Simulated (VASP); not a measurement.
# BN (P6_3mc) in VASP: a series of runs

The runs below take BN through relaxation of cell and atoms, with PBEsol, RPBE.

All numbers are computed with VASP 6.6.1; they aren't measurements. Logs are shortened: lines on timing, memory, paths and dates and some standing lists are left out, and cuts for length are marked.

### Step 1. The structure

The structure is hexagonal, space group P6_3mc (No. 186). Conventional cell: a = 2.554 Å, b = 2.554 Å, c = 4.227 Å, α = 90.00°, β = 90.00°, γ = 120.00°. B (site symmetry 3m) has 4 N at 1.57 to 1.58 Å as nearest neighbours. N (site symmetry 3m) has 4 B at 1.57 to 1.58 Å as nearest neighbours.

Measurements of this composition are mostly on another form, of space group No. 194.

### Step 2. Relaxation of cell and atoms, PBEsol

The input, INCAR:

```
ALGO = Normal ; EDIFF = 1E-7
EDIFFG = -0.005 ; ENCUT = 580
GGA = PS ; IBRION = 2
ISIF = 3 ; ISMEAR = 0
LASPH = True ; LCHARG = False
LREAL = False ; LWAVE = False
NELM = 80 ; NSW = 90
PREC = Accurate ; SIGMA = 0.02
```

The input, KPOINTS:

```
k-points
0
Gamma
  12 12 6
```

The input, POSCAR:

```
BN
1.0
    2.5539396000      0.0000000000      0.0000000000
   -1.2769698000      2.2117765700      0.0000000000
    0.0000000000      0.0000000000      4.2268550000
B N
2 2
Direct
    0.6666666700      0.3333333300      0.9997240000
    0.3333333300      0.6666666700      0.4997240000
    0.6666666700      0.3333333300      0.6252760000
    0.3333333300      0.6666666700      0.1252760000
```

Potentials or basis: VASP PAW PBE potentials, release 64 (B, N).

The run is started by

```bash
cat potpaw_PBE.64/B/POTCAR potpaw_PBE.64/N/POTCAR > POTCAR
mpirun -np 1 vasp_std > vasp.out
```

OUTCAR:

```text
EDIFF = 1E-7
   EDIFFG = -0.005
   ENCUT = 580
   GGA = PS
   IBRION = 2
   ISIF = 3
   ISMEAR = 0
   LASPH = True
   LREAL = False
   NELM = 80
   NSW = 90
   PREC = Accurate

 ion  position               nearest neighbor table
   1  0.667  0.333  1.000-   4 1.57   4 1.57   4 1.57   3 1.58
   2  0.333  0.667  0.500-   3 1.57   3 1.57   3 1.57   4 1.58
   3  0.667  0.333  0.625-   2 1.57   2 1.57   2 1.57   1 1.58
   4  0.333  0.667  0.125-   1 1.57   1 1.57   1 1.57   2 1.58

  LATTYP: Found a hexagonal cell.
 ALAT       =     2.5539396000
 C/A-ratio  =     1.6550332670

  Lattice vectors:

 A1 = (   2.5539396000,   0.0000000000,   0.0000000000)
 A2 = (  -1.2769698000,   2.2117765700,   0.0000000000)
 A3 = (   0.0000000000,   0.0000000000,   4.2268550000)

Analysis of symmetry for initial positions (statically):
=====================================================================
 Subroutine PRICEL returns:
 Original cell was already a primitive cell.

 Routine SETGRP: Setting up the symmetry group for a
 hexagonal supercell.

 Subroutine GETGRP returns: Found 12 space group operations
 (whereof  6 operations were pure point group operations)
 out of a pool of 24 trial point group operations.

The static configuration has the point symmetry C_3v.
 The point group associated with its full space group is C_6v.

Analysis of symmetry for dynamics (positions and initial velocities):
=====================================================================
 Subroutine PRICEL returns:
 Original cell was already a primitive cell.

 Routine SETGRP: Setting up the symmetry group for a
 hexagonal supercell.

 Subroutine GETGRP returns: Found 12 space group operations
 (whereof  6 operations were pure point group operations)
 out of a pool of 24 trial point group operations.

The dynamic configuration has the point symmetry C_3v.
 The point group associated with its full space group is C_6v.

 Subroutine INISYM returns: Found 12 space group operations
 (whereof  6 operations are pure point group operations),
 and found     1 'primitive' translations

----------------------------------------------------------------------------------------

                                     Primitive cell

  volume of cell :      23.8764

  direct lattice vectors                    reciprocal lattice vectors
     2.553939600  0.000000000  0.000000000     0.391551938  0.226062617  0.000000000
    -1.276969800  2.211776570  0.000000000     0.000000000  0.452125234  0.000000000
     0.000000000  0.000000000  4.226855000     0.000000000  0.000000000  0.236582518

  length of vectors
     2.553939600  2.553939597  4.226855000     0.452125234  0.452125234  0.236582518

  position of ions in fractional coordinates (direct lattice)
     0.666666670  0.333333330  0.999724000
     0.333333330  0.666666670  0.499724000
     0.666666670  0.333333330  0.625276000
     0.333333330  0.666666670  0.125276000

  ion indices of the primitive-cell ions
   primitive index   ion index
                 1           1
                 2           2
                 3           3
                 4           4

----------------------------------------------------------------------------------------

 KPOINTS: k-points

Automatic generation of k-mesh.
 Grid dimensions read from file:
 generate k-points for:   12   12    6

 Generating k-lattice:

  Cartesian coordinates                     Fractional coordinates (reciprocal lattice)
     0.032629328  0.018838551  0.000000000     0.083333333 -0.000000000  0.000000000
     0.000000000  0.037677103  0.000000000     0.000000000  0.083333333  0.000000000
     0.000000000  0.000000000  0.039430420     0.000000000  0.000000000  0.166666667

  Length of vectors
     0.037677103  0.037677103  0.039430420

  Shift w.r.t. Gamma in fractional coordinates (k-lattice)
     0.000000000  0.000000000  0.000000000

 Subroutine IBZKPT returns following result:
 ===========================================

 Found     76 irreducible k-points:

 Following reciprocal coordinates:
            Coordinates               Weight
  0.000000  0.000000  0.000000      1.000000
  0.083333 -0.000000  0.000000      6.000000
  0.166667  0.000000  0.000000      6.000000
  0.250000  0.000000  0.000000      6.000000
  0.333333  0.000000  0.000000      6.000000
  0.416667  0.000000  0.000000      6.000000
[... 16 lines left out ...]
  0.250000  0.000000  0.166667     12.000000
  0.333333  0.000000  0.166667     12.000000
 [... further k-points ...]
   k-points           NKPTS =     76   k-points in BZ     NKDIM =     76   number of bands    NBANDS=     12
   number of dos      NEDOS =    301   number of ions     NIONS =      4
   total plane-waves  NPLWV =  14400
   dimension x,y,z NGX =    20 NGY =   20 NGZ =   36
   dimension x,y,z NGXF=    40 NGYF=   40 NGZF=   72
   ions per type =               2   2
   NGX,Y,Z   is equivalent  to a cutoff of  13.02, 13.02, 14.16 a.u.
   NGXF,Y,Z  is equivalent  to a cutoff of  26.04, 26.04, 28.32 a.u.
 SYSTEM =  unknown system
   PREC   = accura    normal or accurate (medium, high low for compatibility)
   ISTART =      0    job   : 0-new  1-cont  2-samecut
   ICHARG =      2    charge: 1-file 2-atom 10-const
   ISPIN  =      1    spin polarized calculation?
   LNONCOLLINEAR =      F non collinear calculations
   LSORBIT =      F    spin-orbit coupling
   LASPH  =      T    aspherical Exc in radial PAW
   ENCUT  =  580.0 eV  42.63 Ry    6.53 a.u.   5.02  5.02  8.30*2*pi/ulx,y,z
   NELM   =     80;   NELMIN=  2; NELMDL= -5     # of ELM steps
   EDIFF  = 0.1E-06   stopping-criterion for ELM
   LREAL  =      F    real-space projection
   EDIFFG = -.5E-02   stopping-criterion for IOM
   NSW    =     90    number of steps for IOM
   IBRION =      2    ionic relax: 0-MD 1-quasi-New 2-CG
   NFREE  =      1    steps in history (QN), initial steepest desc. (CG)
   ISIF   =      3    stress and relaxation
   ISYM   =      2    0-nonsym 1-usesym 2-fastsym
   POTIM  = 0.5000    time-step for ionic-motion
   TEBEG  =    0.0;   TEEND  =   0.0 temperature during run
   PSTRESS=    0.0 pullay stress
   NELECT =      16.0000    total number of electrons
   NUPDOWN=      -1.0000    fix difference up-down
   EMIN   =  10.00;   EMAX   =-10.00  energy-range for DOS
   EFERMI =   0.00;   METHOD = LEGACY
   ISMEAR =     0;   SIGMA  =   0.02  broadening in eV -4-tet -1-fermi 0-gaus
   EFERMI_NEDOS =   21; number of points for ismear=-14 and -15
   IALGO  =     38    algorithm
   IMIX   =      4    mixing-type and parameters
     AMIX     =   0.40;   BMIX     =  1.00
     AMIX_MAG =   1.60;   BMIX_MAG =  1.00
  volume/ion in A,a.u.               =       5.97        40.28
  Fermi-wavevector in a.u.,A,eV,Ry     =   1.432600  2.707222 27.923836  2.052344
  Thomas-Fermi vector in A             =   2.552210
   LORBIT       =      0    0 simple, 1 ext, 2 COOP (PROOUT), +10 PAW based schemes
   GGA     = PS    functional components
   LHFCALC =     F    Hartree Fock is set to
   AEXX    =    0.0000 exact exchange contribution
   IVDW    =     0    specifies the selected vdW correction
   LEPSILON=     F    determine dielectric tensor
   LRPA    =     F    only Hartree local field effects (RPA)
 conjugate gradient relaxation of ions
 non-spin polarized calculation
 Gauss-broadening in eV      SIGMA  =   0.02
  energy-cutoff  :      580.00
  volume of cell :       23.88
 maximum number of plane-waves:       777
 NGX is ok and might be reduce to    20
   NGX =  9   NGY =  9   NGZ = 17

--------------------------------------- Ionic step        1  -------------------------------------------

 number of electron      16.0000003 magnetization

 Free energy of the ion-electron system (eV)
  ---------------------------------------------------
  ext. energy  EPLUGINS =         0.00000000
  ---------------------------------------------------
  free energy    TOTEN  =       -36.62596343 eV

  energy without entropy =      -36.62596343  energy(sigma->0) =      -36.62596343

------------------------ aborting loop because EDIFF is reached ----------------------------------------

  FORCE on cell =-STRESS in cart. coord.  units (eV):
  Direction    XX          YY          ZZ          XY          YZ          ZX
  --------------------------------------------------------------------------------------
  -------------------------------------------------------------------------------------
  Total       -0.8000885     -0.8000885     -0.8933115      0.0000000      0.0000000      0.0000000
  in kB      -53.6882655    -53.6882653    -59.9438047      0.0000000      0.0000000      0.0000000
  external PRESSURE =     -55.7734451 kB  Pullay stress =       0.0000000 kB
[... 175 lines left out ...]
  energy  without entropy=      -36.6321631271  energy(sigma->0) =      -36.63216313

--------------------------------------- Ionic step        6  -------------------------------------------

 number of electron      16.0000003 magnetization

 Free energy of the ion-electron system (eV)
  ---------------------------------------------------
  ext. energy  EPLUGINS =         0.00000000
  ---------------------------------------------------
  free energy    TOTEN  =       -36.63217196 eV

  energy without entropy =      -36.63217196  energy(sigma->0) =      -36.63217196

 E-fermi :   7.7282     XC(G=0): -13.0281

 val. band max:        7.5779672628   @ k =   0.0000   0.0000   0.0000
 cond. band min:      12.5244363597   @ k =   0.3333   0.3333   0.0000
 fundamental gap:      4.9464690969
 Fermi energy:         7.7282182588

 k-point     1 :       0.0000    0.0000    0.0000
  band No.  band energies     occupation
      1     -12.9059      2.00000
      2      -8.6816      2.00000
      3      -3.4802      2.00000
      4       5.4313      2.00000
      5       5.4313      2.00000
      6       7.2947      2.00000
      7       7.5780      2.00000
      8       7.5780      2.00000
      9      15.9019      0.00000
     10      15.9019      0.00000
     11      16.1448      0.00000
     12      17.1092      0.00000
[... 331 lines left out ...]
 k-point    24 :       0.3333    0.0000    0.1667
  band No.  band energies     occupation
      1     -10.4334      2.00000
      2      -7.6229      2.00000
      3      -1.3398      2.00000
      4       0.1231      2.00000
      5       1.5575      2.00000
      6       3.2298      2.00000
      7       5.0446      2.00000
      8       5.6531      2.00000
      9      14.3311      0.00000
     10      15.7947      0.00000
     11      18.4576      0.00000
     12      18.5447      0.00000

 [... further k-points ...]

------------------------ aborting loop because EDIFF is reached ----------------------------------------

  FORCE on cell =-STRESS in cart. coord.  units (eV):
  Direction    XX          YY          ZZ          XY          YZ          ZX
  --------------------------------------------------------------------------------------
  -------------------------------------------------------------------------------------
  Total       -0.0005786     -0.0005786      0.0025595      0.0000000      0.0000000      0.0000000
  in kB       -0.0394076     -0.0394076      0.1743153      0.0000000      0.0000000      0.0000000
  external PRESSURE =       0.0318334 kB  Pullay stress =       0.0000000 kB
[... 19 lines left out ...]
  FREE ENERGIE OF THE ION-ELECTRON SYSTEM (eV)
  ---------------------------------------------------
  free  energy   TOTEN  =       -36.6321719630 eV

  energy  without entropy=      -36.6321719630  energy(sigma->0) =      -36.63217196

 reached required accuracy - stopping structural energy minimisation
```

Run time: 29 s. Hardware: 1 thread of Intel Xeon 6975P-C (Granite Rapids), shared host; peak memory 0.14 GiB.

What came out:

* Free energy: -36.6322 eV
* Relaxed volume: 5.88 Å³/atom
* Relaxed cell: a = 2.542 Å, b = 2.542 Å, c = 4.204 Å, α = 90.00°, β = 90.00°, γ = 120.00°
* Space group after relaxing (to 0.05 Å): P6_3mc (No. 186)
* Energy gained by relaxing: 1.6 meV/atom
* Ionic steps: 6
* Pressure after relaxing: 0.0 GPa
* Band gap on the k mesh: 4.95 eV, indirect (least direct gap 8.22 eV)

The path:
| step | energy change (eV) | largest force (eV/Å) | pressure (GPa) | volume (Å³) |
| --- | --- | --- | --- | --- |
| 1 | 0.0000 | 0.0101 | -5.58 | 23.88 |
| 2 | 0.0006 | 0.0343 | 6.15 | 23.17 |
| 3 | -0.0062 | 0.0114 | -0.02 | 23.53 |
| 4 | -0.0062 | 0.0119 | 0.10 | 23.52 |
| 5 | -0.0062 | 0.0131 | -0.10 | 23.53 |
| 6 | -0.0062 | 0.0001 | 0.00 | 23.52 |

Final structure:
```cif
data_structure
_symmetry_space_group_name_H-M 'P 1'
_symmetry_Int_Tables_number 1
_cell_length_a 2.5418
_cell_length_b 2.5418
_cell_length_c 4.2044
_cell_angle_alpha 90.000
_cell_angle_beta 90.000
_cell_angle_gamma 120.000
_cell_volume 23.52
loop_
_atom_site_label
_atom_site_type_symbol
_atom_site_fract_x
_atom_site_fract_y
_atom_site_fract_z
_atom_site_occupancy
B1 B 0.66667 0.33333 0.99972 1
B2 B 0.33333 0.66667 0.49972 1
N1 N 0.66667 0.33333 0.62528 1
N2 N 0.33333 0.66667 0.12528 1
```

Levels at points of the mesh, in eV from the valence-band top:
| k point | band 6 | band 7 | band 8 | band 9 | band 10 | band 11 |
| --- | --- | --- | --- | --- | --- | --- |
| (0.00, 0.00, 0.00) | -0.28 | 0.00 | 0.00 | 8.32 | 8.32 | 8.57 |
| (0.50, 0.00, 0.00) | -5.04 | -4.51 | -2.13 | 6.57 | 7.82 | 10.54 |
| (0.00, 0.00, 0.50) | -1.19 | -1.19 | -1.19 | 9.47 | 9.47 | 9.89 |
| (0.50, 0.00, 0.50) | -3.81 | -3.61 | -3.61 | 6.46 | 6.46 | 9.96 |

Caveat: the PAW data sets were made with another functional, which shifts forces and pressure a little. A k mesh can miss the band edges.

### Step 3. Relaxation of cell and atoms, PBEsol

Edit INCAR of step 2 so:

```diff
@@ -1,3 +1,3 @@
 ALGO = Normal ; EDIFF = 1E-7
-EDIFFG = -0.005 ; ENCUT = 580
+EDIFFG = -0.005 ; ENCUT = 480
 GGA = PS ; IBRION = 2
```

KPOINTS is that of step 2.

POSCAR is that of step 2.

Potentials or basis: VASP PAW PBE potentials, release 64 (B_s, N_s).

The run is started by

```bash
cat potpaw_PBE.64/B_s/POTCAR potpaw_PBE.64/N_s/POTCAR > POTCAR
mpirun -np 1 vasp_std > vasp.out
```

Run time: 27 s. Hardware: 1 thread of Intel Xeon 6975P-C (Granite Rapids), shared host; peak memory 0.14 GiB.

It converged, with:

```
Free energy                            : -36.5790 eV
Relaxed volume                         : 5.89 Å³/atom
Relaxed cell                           : a = 2.544 Å, b = 2.544 Å, c = 4.207 Å, α = 90.00°, β = 90.00°, γ = 120.00°
Space group after relaxing (to 0.05 Å) : P6_3mc (No. 186)
Energy gained by relaxing              : 1.1 meV/atom
Ionic steps                            : 6
Pressure after relaxing                : 0.0 GPa
Band gap on the k mesh                 : 4.96 eV, indirect (least direct gap 8.22 eV)
```

Step by step:
| step | energy change (eV) | largest force (eV/Å) | pressure (GPa) | volume (Å³) |
| --- | --- | --- | --- | --- |
| 1 | 0.0000 | 0.0064 | -4.77 | 23.88 |
| 2 | 0.0007 | 0.0261 | 5.31 | 23.27 |
| 3 | -0.0045 | 0.0093 | -0.01 | 23.58 |
| 4 | -0.0045 | 0.0097 | 0.09 | 23.57 |
| 5 | -0.0045 | 0.0104 | -0.09 | 23.58 |
| 6 | -0.0045 | 0.0002 | 0.00 | 23.58 |

Final structure:
```
B N
1.0
     2.54386    0.00000    0.00000
    -1.27193    2.20304    0.00000
     0.00000    0.00000    4.20739
B N
2 2
Direct
  0.66667 0.33333 0.99971
  0.33333 0.66667 0.49971
  0.66667 0.33333 0.62529
  0.33333 0.66667 0.12529
```

Levels at points of the mesh, in eV from the valence-band top:
```
           k point  band 4  band 5  band 6  band 7  band 8  band 9  band 10  band 11  band 12
(0.00, 0.00, 0.00)   -2.15   -2.15   -0.28    0.00    0.00    8.32     8.32     8.56     9.52
(0.50, 0.00, 0.00)   -7.87   -6.98   -5.05   -4.50   -2.13    6.58     7.83    10.54    11.41
(0.00, 0.00, 0.50)   -5.77   -1.19   -1.19   -1.19   -1.19    9.46     9.46     9.88     9.88
(0.50, 0.00, 0.50)  -10.13   -3.81   -3.81   -3.61   -3.61    6.47     6.47     9.97     9.97
```

Caveat: the PAW data sets were made with another functional, which shifts forces and pressure a little.

### Step 4. Relaxation of cell and atoms, RPBE

The input, INCAR:

```
ALGO = Normal ; EDIFF = 1E-7
EDIFFG = -0.005 ; ENCUT = 600
GGA = RP ; IBRION = 2
ISIF = 3 ; ISMEAR = 0
LASPH = True ; LCHARG = False
LREAL = False ; LWAVE = False
NELM = 80 ; NSW = 90
PREC = Accurate ; SIGMA = 0.02
```

KPOINTS is that of step 3.

POSCAR is that of step 3.

Potentials or basis: VASP PAW PBE potentials, release 64 (B, N).

The run is started by

```bash
cat potpaw_PBE.64/B/POTCAR potpaw_PBE.64/N/POTCAR > POTCAR
mpirun -np 1 vasp_std > vasp.out
```

Wall time 30 s (1 thread of Intel Xeon 6975P-C (Granite Rapids), shared host); peak memory 0.15 GiB.

It converged, with:

```
Free energy                            : -33.1918 eV
Relaxed volume                         : 6.06 Å³/atom
Relaxed cell                           : a = 2.568 Å, b = 2.568 Å, c = 4.245 Å, α = 90.00°, β = 90.00°, γ = 120.00°
Space group after relaxing (to 0.05 Å) : P6_3mc (No. 186)
Energy gained by relaxing              : 1.7 meV/atom
Ionic steps                            : 6
Pressure after relaxing                : 0.1 GPa
Band gap on the k mesh                 : 5.31 eV, indirect (least direct gap 8.22 eV)
```

Step by step:
| step | energy change (eV) | largest force (eV/Å) | pressure (GPa) | volume (Å³) |
| --- | --- | --- | --- | --- |
| 1 | 0.0000 | 0.0106 | 5.76 | 23.88 |
| 2 | -0.0003 | 0.0105 | -5.37 | 24.63 |
| 3 | -0.0067 | 0.0110 | -0.02 | 24.25 |
| 4 | -0.0067 | 0.0109 | 0.09 | 24.24 |
| 5 | -0.0067 | 0.0098 | 0.11 | 24.24 |
| 6 | -0.0067 | 0.0007 | 0.10 | 24.24 |

Final structure:
```
CELL_PARAMETERS angstrom
2.56787 0.00000 0.00000
-1.28393 2.22384 0.00000
0.00000 0.00000 4.24547
ATOMIC_POSITIONS crystal
B 0.66667 0.33333 0.99985
B 0.33333 0.66667 0.49985
N 0.66667 0.33333 0.62515
N 0.33333 0.66667 0.12515
```

Levels at points of the mesh, in eV from the valence-band top:
```
           k point  band 4  band 5  band 6  band 7  band 8  band 9  band 10  band 11  band 12
(0.00, 0.00, 0.00)   -2.07   -2.07   -0.25    0.00    0.00    8.32     8.32     8.52     9.20
(0.50, 0.00, 0.00)   -7.67   -6.78   -4.86   -4.27   -2.06    6.65     7.95    10.53    11.26
(0.00, 0.00, 0.50)   -5.61   -1.15   -1.15   -1.15   -1.15    9.28     9.28     9.84     9.84
(0.50, 0.00, 0.50)   -9.82   -3.67   -3.67   -3.48   -3.48    6.54     6.54     9.89     9.89
```

Caveat: the PAW data sets were made with another functional, which shifts forces and pressure a little.

### Step 5. Overview

```tsv
level	potentials or basis	cutoff (eV)	gap on the mesh (eV)	pressure (GPa)	relaxed volume (Å³/atom)
PBEsol	VASP PAW PBE potentials, release 64 (B, N)	580	4.95	0.0	5.88
PBEsol	VASP PAW PBE potentials, release 64 (B_s, N_s)	480	4.96	0.0	5.89
RPBE	VASP PAW PBE potentials, release 64 (B, N)	600	5.31	0.1	6.06
```

Alike in all rows: task relaxation of cell and atoms; no spin polarisation; cell relaxed; k mesh 12 × 12 × 6; smearing gaussian 0.02 eV.

Caveats: the PAW data sets were made with another functional, which shifts forces and pressure a little.

Total energies depend on the potentials used, so only differences within one code and one set of settings carry meaning.
